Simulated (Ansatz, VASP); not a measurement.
**Two plane-wave programs on ZrB2**

Contents of INCAR:

```
SYSTEM = ZrB2
ALGO = Normal
EDIFF = 1E-8
ENCUT = 520
GGA = PE
ISIF = 2
ISMEAR = -1
LASPH = .True.
LCHARG = .False.
LEFG = .True.
LREAL = .False.
LWAVE = .False.
NBANDS = 16
NELM = 100
PREC = Accurate
SIGMA = 0.05
```

The input KPOINTS:

```
k-points
0
Gamma
  12 12 9
  0 0 0
```

File POSCAR:

```
ZrB2
1.0
    3.1437575759      0.0000000000      0.0000000000
   -1.5718787880      2.7225739241      0.0000000000
    0.0000000000      0.0000000000      3.4963751271
Zr B
1 2
Direct
    0.0000000000      0.0000000000      0.0000000000
    0.3333333333      0.6666666667      0.5000000000
    0.6666666667      0.3333333333      0.5000000000
```

Input for Ansatz:

```yaml
crystal:
  lattice:
    - [3.1437575759, 0.0, 0.0]
    - [-1.571878788, 2.7225739241, 0.0]
    - [0.0, 0.0, 3.4963751271]
  atoms:
    - { symbol: Zr, position: [0.0, 0.0, 0.0] }
    - { symbol: B, position: [0.3333333333, 0.6666666667, 0.5] }
    - { symbol: B, position: [0.6666666667, 0.3333333333, 0.5] }
kpoints:
  mp_grid: { grid: [12, 12, 9] }
scf:
  occupations: { method: fermi_dirac, width: 0.05 }
hamiltonian:
  xc: pbe
  pseudopotentials: { kind: paw }
output:
  forces: true
  stress: true
  eigenvalues: true
  efg: { contact_densities: true }
```

Change from the starting cell: volume scaled by 0.98, PAW files.

Alike in both runs: task electric field gradients; functional PBE; k mesh 12 × 12 × 9; occupations fermi-dirac, width 0.05 eV; no spin polarisation.

```csv
,VASP,Ansatz
version,VASP 6.6.1,Ansatz 0.2.0
potentials or method,"VASP PAW PBE potentials, release 64 (Zr_sv, B)","PAW with Ansatz's default frozen-core files, scalar-relativistic"
plane-wave cutoff (eV),520,420
valence electrons in the cell,18,18
```

VASP gave:

* pressure (GPa): 7.8
* largest component of the traceless stress (GPa): 0.78
* Vzz of the field gradient on the site that differs most (V/Å²): 41.4

Q: Which values does Ansatz return?

A: Pressure (GPa): 7.6; largest component of the traceless stress (GPa): 0.73; Vzz of the field gradient on the site that differs most (V/Å²): 44.9.

Ansatz warned: «gradients_without_spin_orbit».
